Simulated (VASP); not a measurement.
# CdTe (F-43m) in VASP: a series of runs

Runs on CdTe. Level: PBEsol. Tasks: single point, relaxation of cell and atoms.

Everything below comes from runs of VASP 6.6.1. Logs are shortened: lines on timing, memory, paths and dates and some standing lists are left out, and cuts for length are marked.

### Step 1. The undisturbed crystal

Symmetry: F-43m, No. 216, cubic system. Conventional cell: a = 6.489 Å, b = 6.489 Å, c = 6.489 Å, α = 90.00°, β = 90.00°, γ = 90.00°. Cd (site symmetry -43m) is surrounded by 4 Te at 2.81 Å. Te (site symmetry -43m) is surrounded by 4 Cd at 2.81 Å.

### Step 2. Single point, PBEsol (cell and atoms relaxed tightly for response)

Contents of INCAR:

```
SYSTEM = CdTe
ALGO     = Fast           ! electronic algorithm
EDIFF    = 1E-7           ! SCF threshold, eV
ENCUT    = 520            ! plane-wave cutoff, eV
GGA      = PS             ! functional
ISIF     = 2              ! what is computed and relaxed
ISMEAR   = 0              ! smearing method
LASPH    = .True.         ! aspherical terms in the spheres
LCHARG   = .True.         ! write CHGCAR
LELF     = .True.         ! ELF
LREAL    = .False.        ! projectors in reciprocal space
LVHAR    = .True.       
LWAVE    = .False.        ! write WAVECAR
NBANDS   = 16             ! bands
NELM     = 80             ! most SCF steps
PREC     = Accurate       ! precision mode
SIGMA    = 0.01           ! smearing width, eV
```

Contents of KPOINTS:

```
k-points
0
Gamma
  8 8 8
  0 0 0
```

Contents of POSCAR:

```
CdTe
1.0
    0.0000000000      3.2446714369      3.2446714369
    3.2446714369      0.0000000000      3.2446714369
    3.2446714369      3.2446714369      0.0000000000
Cd Te
1 1
Direct
    0.0000000000      0.0000000000      0.0000000000
    0.2500000000      0.2500000000      0.2500000000
```

Potentials or basis: VASP PAW PBE potentials, release 64 (Cd, Te).

Run with:

```sh
$ cat potpaw_PBE.64/Cd/POTCAR potpaw_PBE.64/Te/POTCAR > POTCAR
$ mpirun -np 1 vasp_std > vasp.out
```

OUTCAR:

```text
SYSTEM = CdTe
   EDIFF = 1E-7
   ENCUT = 520
   GGA = PS
   ISIF = 2
   ISMEAR = 0
   LASPH = .True.
   LREAL = .False.
   NELM = 80
   PREC = Accurate

 ion  position               nearest neighbor table
   1  0.000  0.000  0.000-   2 2.81   2 2.81   2 2.81   2 2.81
   2  0.250  0.250  0.250-   1 2.81   1 2.81   1 2.81   1 2.81

  LATTYP: Found a face centered cubic cell.
 ALAT       =     6.4893428738

  Lattice vectors:

 A1 = (   0.0000000000,   3.2446714369,   3.2446714369)
 A2 = (   3.2446714369,   0.0000000000,   3.2446714369)
 A3 = (   3.2446714369,   3.2446714369,   0.0000000000)

Analysis of symmetry for initial positions (statically):
=====================================================================
 Subroutine PRICEL returns:
 Original cell was already a primitive cell.

 Routine SETGRP: Setting up the symmetry group for a
 face centered cubic supercell.

 Subroutine GETGRP returns: Found 24 space group operations
 (whereof 24 operations were pure point group operations)
 out of a pool of 48 trial point group operations.

The static configuration has the point symmetry T_d .

Analysis of symmetry for dynamics (positions and initial velocities):
=====================================================================
 Subroutine PRICEL returns:
 Original cell was already a primitive cell.

 Routine SETGRP: Setting up the symmetry group for a
 face centered cubic supercell.

 Subroutine GETGRP returns: Found 24 space group operations
 (whereof 24 operations were pure point group operations)
 out of a pool of 48 trial point group operations.

The dynamic configuration has the point symmetry T_d .

 Subroutine INISYM returns: Found 24 space group operations
 (whereof 24 operations are pure point group operations),
 and found     1 'primitive' translations

----------------------------------------------------------------------------------------

                                     Primitive cell

  volume of cell :      68.3191

  direct lattice vectors                    reciprocal lattice vectors
     0.000000000  3.244671437  3.244671437    -0.154098808  0.154098808  0.154098808
     3.244671437  0.000000000  3.244671437     0.154098808 -0.154098808  0.154098808
     3.244671437  3.244671437  0.000000000     0.154098808  0.154098808 -0.154098808

  length of vectors
     4.588658352  4.588658352  4.588658352     0.266906964  0.266906964  0.266906964

  position of ions in fractional coordinates (direct lattice)
     0.000000000  0.000000000  0.000000000
     0.250000000  0.250000000  0.250000000

  ion indices of the primitive-cell ions
   primitive index   ion index
                 1           1
                 2           2

----------------------------------------------------------------------------------------

 KPOINTS: k-points

Automatic generation of k-mesh.
 Grid dimensions read from file:
 generate k-points for:    8    8    8

 Generating k-lattice:

  Cartesian coordinates                     Fractional coordinates (reciprocal lattice)
    -0.019262351  0.019262351  0.019262351     0.125000000  0.000000000  0.000000000
     0.019262351 -0.019262351  0.019262351     0.000000000  0.125000000  0.000000000
     0.019262351  0.019262351 -0.019262351     0.000000000  0.000000000  0.125000000

  Length of vectors
     0.033363371  0.033363371  0.033363371

  Shift w.r.t. Gamma in fractional coordinates (k-lattice)
     0.000000000  0.000000000  0.000000000

 Subroutine IBZKPT returns following result:
 ===========================================

 Found     29 irreducible k-points:

 Following reciprocal coordinates:
            Coordinates               Weight
  0.000000  0.000000  0.000000      1.000000
  0.125000  0.000000  0.000000      8.000000
  0.250000  0.000000  0.000000      8.000000
  0.375000  0.000000  0.000000      8.000000
  0.500000  0.000000  0.000000      4.000000
  0.125000  0.125000  0.000000      6.000000
[... 16 lines left out ...]
  0.500000  0.250000  0.125000     48.000000
 -0.375000  0.250000  0.125000     24.000000
 [... further k-points ...]
   k-points           NKPTS =     29   k-points in BZ     NKDIM =     29   number of bands    NBANDS=     16
   number of dos      NEDOS =    301   number of ions     NIONS =      2
   total plane-waves  NPLWV =  46656
   dimension x,y,z NGX =    36 NGY =   36 NGZ =   36
   dimension x,y,z NGXF=    72 NGYF=   72 NGZF=   72
   ions per type =               1   1
   NGX,Y,Z   is equivalent  to a cutoff of  13.04, 13.04, 13.04 a.u.
   NGXF,Y,Z  is equivalent  to a cutoff of  26.09, 26.09, 26.09 a.u.
 SYSTEM =  CdTe
   PREC   = accura    normal or accurate (medium, high low for compatibility)
   ISTART =      0    job   : 0-new  1-cont  2-samecut
   ICHARG =      2    charge: 1-file 2-atom 10-const
   ISPIN  =      1    spin polarized calculation?
   LNONCOLLINEAR =      F non collinear calculations
   LSORBIT =      F    spin-orbit coupling
   LASPH  =      T    aspherical Exc in radial PAW
   ENCUT  =  520.0 eV  38.22 Ry    6.18 a.u.   8.53  8.53  8.53*2*pi/ulx,y,z
   NELM   =     80;   NELMIN=  2; NELMDL= -5     # of ELM steps
   EDIFF  = 0.1E-06   stopping-criterion for ELM
   LREAL  =      F    real-space projection
   EDIFFG = 0.1E-05   stopping-criterion for IOM
   NSW    =      0    number of steps for IOM
   IBRION =     -1    ionic relax: 0-MD 1-quasi-New 2-CG
   NFREE  =      0    steps in history (QN), initial steepest desc. (CG)
   ISIF   =      2    stress and relaxation
   ISYM   =      2    0-nonsym 1-usesym 2-fastsym
   POTIM  = 0.5000    time-step for ionic-motion
   TEBEG  =    0.0;   TEEND  =   0.0 temperature during run
   PSTRESS=    0.0 pullay stress
   NELECT =      18.0000    total number of electrons
   NUPDOWN=      -1.0000    fix difference up-down
   EMIN   =  10.00;   EMAX   =-10.00  energy-range for DOS
   EFERMI =   0.00;   METHOD = LEGACY
   ISMEAR =     0;   SIGMA  =   0.01  broadening in eV -4-tet -1-fermi 0-gaus
   EFERMI_NEDOS =   21; number of points for ismear=-14 and -15
   IALGO  =     68    algorithm
   IMIX   =      4    mixing-type and parameters
     AMIX     =   0.40;   BMIX     =  1.00
     AMIX_MAG =   1.60;   BMIX_MAG =  1.00
  volume/ion in A,a.u.               =      34.16       230.52
  Fermi-wavevector in a.u.,A,eV,Ry     =   1.049506  1.983279 14.986313  1.101463
  Thomas-Fermi vector in A             =   2.184471
   LORBIT       =      0    0 simple, 1 ext, 2 COOP (PROOUT), +10 PAW based schemes
   GGA     = PS    functional components
   LHFCALC =     F    Hartree Fock is set to
   AEXX    =    0.0000 exact exchange contribution
   IVDW    =     0    specifies the selected vdW correction
   LEPSILON=     F    determine dielectric tensor
   LRPA    =     F    only Hartree local field effects (RPA)
 non-spin polarized calculation
 RMM-DIIS sequential band-by-band and
 Gauss-broadening in eV      SIGMA  =   0.01
  energy-cutoff  :      520.00
  volume of cell :       68.32
 maximum number of plane-waves:      1862
 NGX is ok and might be reduce to    36
   NGX = 17   NGY = 17   NGZ = 17

 number of electron      17.9999997 magnetization

 Free energy of the ion-electron system (eV)
  ---------------------------------------------------
  ext. energy  EPLUGINS =         0.00000000
  ---------------------------------------------------
  free energy    TOTEN  =        -5.48945636 eV

  energy without entropy =       -5.48945636  energy(sigma->0) =       -5.48945636

 E-fermi :   2.2860     XC(G=0):  -8.7641

 val. band max:        2.1761781719   @ k =   0.0000   0.0000   0.0000
 cond. band min:       2.8269401313   @ k =   0.0000   0.0000   0.0000
 fundamental gap:      0.6507619594
 Fermi energy:         2.2859764268

 k-point     1 :       0.0000    0.0000    0.0000
  band No.  band energies     occupation
      1      -9.0140      2.00000
      2      -6.0661      2.00000
      3      -6.0661      2.00000
      4      -6.0661      2.00000
      5      -5.8039      2.00000
      6      -5.8039      2.00000
[... 8 lines left out ...]
     15      11.5142      0.00000
     16      11.5142      0.00000

 k-point     2 :       0.1250    0.0000    0.0000
  band No.  band energies     occupation
      1      -8.9551      2.00000
      2      -6.0549      2.00000
      3      -6.0549      2.00000
      4      -6.0216      2.00000
      5      -5.8048      2.00000
      6      -5.8048      2.00000
[... 8 lines left out ...]
     15      10.7704      0.00000
     16      10.7704      0.00000

 k-point     3 :       0.2500    0.0000    0.0000
  band No.  band energies     occupation
      1      -8.8119      2.00000
      2      -6.0302      2.00000
      3      -6.0302      2.00000
      4      -5.8715      2.00000
      5      -5.8044      2.00000
      6      -5.8044      2.00000
[... 8 lines left out ...]
     15      10.5631      0.00000
     16      10.5631      0.00000

 k-point     4 :       0.3750    0.0000    0.0000
  band No.  band energies     occupation
      1      -8.6694      2.00000
      2      -6.0096      2.00000
      3      -6.0096      2.00000
      4      -5.7990      2.00000
      5      -5.7990      2.00000
      6      -5.6206      2.00000
[... 8 lines left out ...]
     15      11.3659      0.00000
     16      11.3659      0.00000
[... 324 lines left out ...]
 k-point    22 :       0.3750    0.2500    0.1250
  band No.  band energies     occupation
      1      -8.7069      2.00000
      2      -6.0021      2.00000
      3      -5.9902      2.00000
      4      -5.8540      2.00000
      5      -5.7946      2.00000
      6      -5.7246      2.00000
[... 8 lines left out ...]
     15      11.9069      0.00000
     16      12.4912      0.00000

 k-point    23 :       0.5000    0.2500    0.1250
  band No.  band energies     occupation
      1      -8.5954      2.00000
      2      -5.9825      2.00000
      3      -5.9723      2.00000
      4      -5.8323      2.00000
      5      -5.7942      2.00000
      6      -5.5040      2.00000
[... 8 lines left out ...]
     15      12.0645      0.00000
     16      12.7674      0.00000

 k-point    24 :      -0.3750    0.2500    0.1250
  band No.  band energies     occupation
      1      -8.5503      2.00000
      2      -5.9775      2.00000
      3      -5.9649      2.00000
      4      -5.8200      2.00000
      5      -5.7985      2.00000
      6      -5.3674      2.00000
[... 8 lines left out ...]
     15      12.1774      0.00000
     16      12.7097      0.00000

 [... further k-points ...]

------------------------ aborting loop because EDIFF is reached ----------------------------------------

  FORCE on cell =-STRESS in cart. coord.  units (eV):
  Direction    XX          YY          ZZ          XY          YZ          ZX
  --------------------------------------------------------------------------------------
  -------------------------------------------------------------------------------------
  Total        0.0689226      0.0689226      0.0689226      0.0000000      0.0000000      0.0000000
  in kB        1.6163308      1.6163308      1.6163308      0.0000000      0.0000000      0.0000000
  external PRESSURE =       1.6163308 kB  Pullay stress =       0.0000000 kB

 VOLUME and BASIS-vectors are now :
 -----------------------------------------------------------------------------
  energy-cutoff  :      520.00
  volume of cell :       68.32
      direct lattice vectors                 reciprocal lattice vectors
     0.000000000  3.244671437  3.244671437    -0.154098808  0.154098808  0.154098808
     3.244671437  0.000000000  3.244671437     0.154098808 -0.154098808  0.154098808
     3.244671437  3.244671437  0.000000000     0.154098808  0.154098808 -0.154098808

 POSITION                                       TOTAL-FORCE (eV/Angst)
 -----------------------------------------------------------------------------------
      0.00000      0.00000      0.00000         0.000000      0.000000      0.000000
      1.62234      1.62234      1.62234        -0.000000     -0.000000     -0.000000
 -----------------------------------------------------------------------------------
    total drift:                               -0.000000     -0.000000     -0.000000

  FREE ENERGIE OF THE ION-ELECTRON SYSTEM (eV)
  ---------------------------------------------------
  free  energy   TOTEN  =        -5.4894563580 eV

  energy  without entropy=       -5.4894563580  energy(sigma->0) =       -5.48945636
```

It took 22 s on 1 thread of Intel Xeon Platinum 8488C (Sapphire Rapids), shared host; peak memory 0.21 GiB.

What came out:

```
Free energy            : -5.4895 eV
Pressure               : 0.2 GPa
Band gap on the k mesh : 0.65 eV, direct
```

Levels at points of the mesh, in eV from the valence-band top:
```
           k point  band 6  band 7  band 8  band 9  band 10  band 11  band 12  band 13
(0.00, 0.00, 0.00)   -7.98    0.00    0.00    0.00     0.65     4.55     4.55     4.55
(0.50, 0.00, 0.00)   -7.64   -4.45   -0.78   -0.78     1.73     5.13     5.13     6.93
(0.50, 0.50, 0.00)   -7.50   -4.33   -1.87   -1.87     2.50     2.60     8.70     9.05
```

Caveat: the PAW data sets were made with another functional, which shifts forces and pressure a little; spin-orbit coupling is left out, which moves the levels of the heavy elements.

### Step 3. Relaxation of cell and atoms, PBEsol (cell and atoms relaxed tightly for response)

Contents of INCAR:

```
ALGO = Normal
EDIFF = 1E-7
EDIFFG = -0.001
ENCUT = 600
GGA = PS
IBRION = 2
ISIF = 3
ISMEAR = 0
LASPH = T
LCHARG = F
LREAL = F
LWAVE = F
NELM = 100
NSW = 80
PREC = Accurate
SIGMA = 0.01
```

Contents of KPOINTS:

```
k-points
0
Gamma
  8 8 8
```

POSCAR is that of step 2.

Potentials or basis: VASP PAW PBE potentials, release 64 (Cd, Te).

Run with:

```sh
$ cat potpaw_PBE.64/Cd/POTCAR potpaw_PBE.64/Te/POTCAR > POTCAR
$ mpirun -np 1 vasp_std > vasp.out
```

Run time: 44 s. Hardware: 1 thread of Intel Xeon Platinum 8488C (Sapphire Rapids), shared host; peak memory 0.25 GiB.

The run converged. Its results:

```yaml
Free_energy: -5.4895 eV
Relaxed_volume: 34.26 Å³/atom
Relaxed_cell: a = 4.593 Å, b = 4.593 Å, c = 4.593 Å, α = 60.00°, β = 60.00°, γ = 60.00°
Space_group_after_relaxing_to_0.05_Å: F-43m (No. 216)
Energy_gained_by_relaxing: 0.0 meV/atom
Ionic_steps: 3
Pressure_after_relaxing: 0.0 GPa
Band_gap_on_the_k_mesh: 0.64 eV, direct
```

Final structure:
```xyz
2
Lattice="0.0000 3.2477 3.2477 3.2477 0.0000 3.2477 3.2477 3.2477 0.0000" Properties=species:S:1:pos:R:3 pbc="T T T"
Cd    0.0000    0.0000    0.0000
Te    1.6239    1.6239    1.6239
```

Levels at points of the mesh, in eV from the valence-band top:
```csv
k point,band 7,band 8,band 9,band 10,band 11,band 12
"(0.00, 0.00, 0.00)",0.00,0.00,0.00,0.64,4.55,4.55
"(0.50, 0.00, 0.00)",-4.44,-0.77,-0.77,1.73,5.13,5.13
"(0.50, 0.50, 0.00)",-4.32,-1.86,-1.86,2.51,2.60,8.69
```

Caveat: the PAW data sets were made with another functional, which shifts forces and pressure a little; spin-orbit coupling is left out, which moves the levels of the heavy elements.
